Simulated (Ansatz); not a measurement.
Input of an Ansatz 0.2.0 run:

The input input.yaml:

```yaml
crystal:
  lattice:
    - [0.0, 2.5464684659, 2.5464684659]
    - [2.5464684659, 0.0, 2.5464684659]
    - [2.5464684659, 2.5464684659, 0.0]
  atoms:
    - { symbol: Yb, position: [0.0, 0.0, 0.0], spin: -0.27 }
kpoints:
  mp_grid: { grid: [8, 8, 8] }
  band_path:
    path:
      - [0.0, 0.0, 0.0]
      - [0.5, 0.0, 0.5]
      - [0.5, 0.25, 0.75]
      - [0.375, 0.375, 0.75]
      - [0.0, 0.0, 0.0]
      - [0.5, 0.5, 0.5]
      - [0.625, 0.25, 0.625]
      - [0.5, 0.25, 0.75]
    npoints: 12
scf:
  occupations: { method: cold, width: 0.05 }
hamiltonian:
  xc: pbesol
  dispersion: d3bj
  pseudopotentials:
    kind: all_electron
    lapw: { basis_error: 0.0005, small_component_spin: dirac_moment }
  hubbard:
    occupation_matrices:
      s0_down:
        matrix:
          - [0.98, 0.0, 0.0, 0.0, 0.0, 0.0, 0.0]
          - [0.0, 0.98, 0.0, 0.0, 0.0, 0.0, 0.0]
          - [0.0, 0.0, 0.98, 0.0, 0.0, 0.0, 0.0]
          - [0.0, 0.0, 0.0, 0.98, 0.0, 0.0, 0.0]
          - [0.0, 0.0, 0.0, 0.0, 0.98, 0.0, 0.0]
          - [0.0, 0.0, 0.0, 0.0, 0.0, 0.98, 0.0]
          - [0.0, 0.0, 0.0, 0.0, 0.0, 0.0, 0.98]
      s0_up:
        matrix:
          - [0.98, 0.0, 0.0, 0.0, 0.0, 0.0, 0.0]
          - [0.0, 0.98, 0.0, 0.0, 0.0, 0.0, 0.0]
          - [0.0, 0.0, 0.98, 0.0, 0.0, 0.0, 0.0]
          - [0.0, 0.0, 0.0, 0.98, 0.0, 0.0, 0.0]
          - [0.0, 0.0, 0.0, 0.0, 0.98, 0.0, 0.0]
          - [0.0, 0.0, 0.0, 0.0, 0.0, 0.98, 0.0]
          - [0.0, 0.0, 0.0, 0.0, 0.0, 0.0, 0.98]
    sites:
      - { site: 0, l: f, u_eff: 7, starting_ns: [{ spin: down, occupation_matrix: s0_down }, { spin: up, occupation_matrix: s0_up }] }
    double_counting: fll
    projectors: ortho-atomic
magnetization:
  spin_polarized: true
  spin_locking: { lock_spins: true }
output:
  forces: true
  stress: true
  eigenvalues: true
  hubbard: {}
```

Potentials or basis: all-electron LAPW, Dirac moment of small components.

The run is started by

```bash
$ ansatz run input.yaml --threads 2 --pin off --max-ram 6144MiB --backend cpu --events-out ev --progress --plain --runs-dir out
```

(1) Predict the band gap along the path.

Results:

(1) none (metal or under the smearing width).

Caveat: the magnetic state may not be the lowest; an open f shell can end in a state above the lowest; each atom's moment is held at its typed value, so this isn't a free magnetic state; spin-orbit coupling is left out, which moves the levels of the heavy elements.
